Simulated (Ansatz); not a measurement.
## Deforming Bi₂Se₃

```
CELL_PARAMETERS angstrom
2.07150 1.19598 9.54533
-2.07150 1.19598 9.54533
0.00000 -2.39196 9.54533
ATOMIC_POSITIONS crystal
Bi 0.40080 0.40080 0.40080
Bi 0.59920 0.59920 0.59920
Se 0.00000 0.00000 0.00000
Se 0.21170 0.21170 0.21170
Se 0.78830 0.78830 0.78830
```

Atoms are numbered in the order listed.

Conventional cell: a = 4.143 Å, b = 4.143 Å, c = 28.636 Å, α = 90.00°, β = 90.00°, γ = 120.00°. Around Bi (atom 1) lie 6 Se at 2.85 to 3.07 Å. Se (atom 3) has 6 Bi at 3.07 Å as nearest neighbours. Se (atom 4) has 3 Bi at 2.85 Å as nearest neighbours.

The cell is COD entry 9011965, as deposited and not checked against the literature; nothing was relaxed.

No spin–orbit coupling, which matters for the heavy atoms here.

All numbers below come from Ansatz 0.2.0, DFT, PBEsol, all-electron LAPW, scalar-relativistic.

The runs use a Γ-centred 6×6×6 k mesh, Fermi–Dirac smearing of 0.03 eV, basis error target 0.5 meV/atom, no spin polarisation.

The unchanged cell is at -0.33 GPa.

x, y and z are the Cartesian axes of the cell as listed; fractional coordinates follow a strain, and an engineering shear is twice the off-diagonal strain component.

(1) One change gave: energy change under 1 meV/atom; stress change (xx, yy, zz, yz, xz, xy) 0.29, -0.27, 0.01, -0.57, -0.30, -0.10 GPa, compression positive; change of the force on Se4 (0.042, 0.079, -0.001) eV/Å. Which change was it?
A. equal xy, yz and zx engineering shear strains of -2 %
B. equal xy, yz and zx engineering shear strains of +1 %
C. equal xy, yz and zx engineering shear strains of +3 %

Results:

(1) B. For equal xy, yz and zx engineering shear strains of -2 %: energy change +3 meV/atom; stress change (xx, yy, zz, yz, xz, xy) -0.56, 0.64, 0.04, 1.18, 0.56, 0.19 GPa, compression positive; change of the force on Se4 (-0.079, -0.163, -0.004) eV/Å. For equal xy, yz and zx engineering shear strains of +3 %: energy change +8 meV/atom; stress change (xx, yy, zz, yz, xz, xy) 0.88, -0.69, 0.09, -1.69, -0.95, -0.28 GPa, compression positive; change of the force on Se4 (0.129, 0.233, -0.008) eV/Å.
